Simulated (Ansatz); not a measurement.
# NiO: the cost of one run

Method: DFT PBE+U, scalar-relativistic, plane waves, PAW, in Ansatz 0.2.0.

3 further runs of the same task are left out: 3 set aside as unsound or not needed.

### Step 1. The starting structure

Symmetry: P3m1, No. 156, trigonal system. The conventional cell has a = 3.018 Å, b = 3.018 Å, c = 15.783 Å, α = 90.00°, β = 90.00°, γ = 120.00°. Around Ni (site symmetry 3m) lie 6 O at 2.13 Å. Ni (site symmetry 3m) has 3 O at 2.13 Å as nearest neighbours. O (site symmetry 3m) is surrounded by 6 Ni at 2.13 Å. Only part of the 12 independent sites is listed.

Structure file:

```
Ni O
1.0
     2.13371   -2.13371    0.00000
     2.13371    0.00000   -2.13371
     9.11220    9.11220    9.11220
Ni O
6 6
Direct
  0.33333 0.33333 0.19513
  0.66667 0.66667 0.03903
  0.00000 0.00000 0.35124
  0.33333 0.33333 0.66345
  0.66667 0.66667 0.50735
  0.00000 0.00000 0.81956
  0.66667 0.66667 0.27319
  0.00000 0.00000 0.11708
  0.33333 0.33333 0.42929
  0.66667 0.66667 0.74151
  0.00000 0.00000 0.58540
  0.33333 0.33333 0.89761
```

### Step 2. The crystal opened by +1.00 Å across the cut

Contents of input.yaml:

```yaml
crystal:
  lattice:
    - [2.1337134515, -2.1337134515, 0.0]
    - [2.1337134515, 0.0, -2.1337134515]
    - [9.1122040754, 9.1122040754, 9.1122040754]
  atoms:
    - { symbol: Ni, position: [0.3333333333, 0.3333333333, 0.19513331], spin: 1.91 }
    - { symbol: Ni, position: [0.6666666667, 0.6666666667, 0.039026662], spin: 1.91 }
    - { symbol: Ni, position: [0.0, 0.0, 0.3512399581], spin: 1.91 }
    - { symbol: Ni, position: [0.3333333333, 0.3333333333, 0.6634532541], spin: 1.91 }
    - { symbol: Ni, position: [0.6666666667, 0.6666666667, 0.5073466061], spin: 1.91 }
    - { symbol: Ni, position: [0.0, 0.0, 0.8195599022], spin: 1.91 }
    - { symbol: O, position: [0.6666666667, 0.6666666667, 0.2731866341], spin: 0.21 }
    - { symbol: O, position: [0.0, 0.0, 0.117079986], spin: 0.21 }
    - { symbol: O, position: [0.3333333333, 0.3333333333, 0.4292932821], spin: 0.21 }
    - { symbol: O, position: [0.6666666667, 0.6666666667, 0.7415065781], spin: 0.21 }
    - { symbol: O, position: [1.0, 1.0, 0.5853999301], spin: 0.21 }
    - { symbol: O, position: [0.3333333333, 0.3333333333, 0.8976132262], spin: 0.21 }
basis:
  ecutwfc: 420
kpoints:
  mp_grid: { grid: [10, 10, 2] }
hamiltonian:
  xc: pbe
  hubbard: { sites: [{ species: Ni, l: d, u_eff: 6.2 }] }
scf:
  occupations: { method: gaussian, width: 0.05 }
output:
  forces: true
  stress: true
  eigenvalues: true
  populations: true
magnetization:
  spin_polarized: true
```

Started as:

```sh
$ ansatz run input.yaml --threads 2 --pin off --max-ram 5120MiB --backend cpu --events-out ev --progress --plain --runs-dir out
```

**Question.** How long does this run take on 2 threads of Arm Neoverse V2, shared host, and how much memory does it need?

About 3.2 min, with a peak of 1.3 GiB.
